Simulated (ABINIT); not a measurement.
A run of ABINIT 10.8.3 (patched build):

The input run.abi:

```
# Pseudopotentials
pp_dirpath "./"
pseudos "Ge.GGA_PBE-JTH.xml"

# Structure
acell 3*1.0
rprim
    -4.8650804796     4.8650804796     2.6407271787
     4.8650804796    -4.8650804796     2.6407271787
     4.8650804796     4.8650804796    -2.6407271787
ntypat 1
znucl 32
natom 2
typat 1 1
xred
     0.5000000000     0.5000000000     0.0000000000
     0.2500000000     0.7500000000     0.5000000000

# Plane-wave basis
ecut 20.0
pawecutdg 40.0

# k points
kptopt 1
ngkpt 7 7 7
nshiftk 1
shiftk 0.0 0.0 0.0

# Exchange and correlation
ixc -116133

# Bands and occupations
nband 18
occopt 3
tsmear 0.05 eV

# SCF cycle
nstep 100
tolvrs 1.0e-9

# Output
iomode 3
prtwf 0
prteig 0
prtebands 0
enunit 1
prtden 1
prtvha 1
prtvclmb 1
prtpot 1
```

Potentials or basis: JTH PAW PBE v2.0.

Command:

```console
$ abinit run.abi > log 2>&1
```

Hardware: 1 thread of Arm Neoverse V2, with other jobs on the host.

**Question.** Estimate the wall time of this run.

**Answer.** Run time: 32 s on 1 thread of Arm Neoverse V2, with other jobs on the host, peak memory 0.13 GiB. Counts: scf iterations 13, mpi ranks 1, k points 40, bands 18, plane waves 1081.
